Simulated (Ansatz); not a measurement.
The system is GaN.

```
Ga N
1.0
     3.18000    0.00000    0.00000
    -1.59000    2.75396    0.00000
     0.00000    0.00000    5.16600
Ga N
2 2
Cartesian
  1.5900 0.9180 2.5830
  0.0000 1.8360 0.0000
  1.5900 0.9180 4.5203
  0.0000 1.8360 1.9373
```

* Program: Ansatz 0.2.0
* Task: relaxation of cell and atoms
* Functional: PBE
* Dispersion: D3(BJ)
* Potentials or basis: Ansatz PAW
* Cutoff: 420 eV (not typed: the program's choice for these potentials)
* k mesh: 10 × 10 × 5
* Occupations: fermi-dirac, width 0.05 eV
* Spin: no spin polarisation

At the start: volume 11.31 Å³/atom.

Problem. How do energy, volume and symmetry change on relaxing?

Solution. It ends after 7 steps and the volume is 11.52 Å³/atom (+1.9 %); space group P6_3mc (No. 186, to 0.05 Å).

Step by step:
```
step  energy change (eV)  largest force (eV/Å)  volume (Å³)
   1              0.0000                0.1362        45.24
   2             -0.0068                0.0966        45.73
   3             -0.0078                0.0420        46.07
   4             -0.0080                0.0031        46.06
   5             -0.0108                0.0028        46.06
   6             -0.0108                0.0000        46.09
   7             -0.0108                0.0000        46.09
```

Final structure:
```cif
data_structure
_symmetry_space_group_name_H-M 'P 1'
_symmetry_Int_Tables_number 1
_cell_length_a 3.1965
_cell_length_b 3.1965
_cell_length_c 5.2086
_cell_angle_alpha 90.000
_cell_angle_beta 90.000
_cell_angle_gamma 120.000
_cell_volume 46.09
loop_
_atom_site_label
_atom_site_type_symbol
_atom_site_fract_x
_atom_site_fract_y
_atom_site_fract_z
_atom_site_occupancy
Ga1 Ga 0.66667 0.33333 0.49919 1
Ga2 Ga 0.33333 0.66667 0.99919 1
N1 N 0.66667 0.33333 0.87581 1
N2 N 0.33333 0.66667 0.37581 1
```

Caveat: the plane-wave basis is chosen anew once the cell has moved, so the energies of steps on either side of that aren't comparable; the pressure holds a Pulay correction of +0.5 GPa for the finite cutoff.
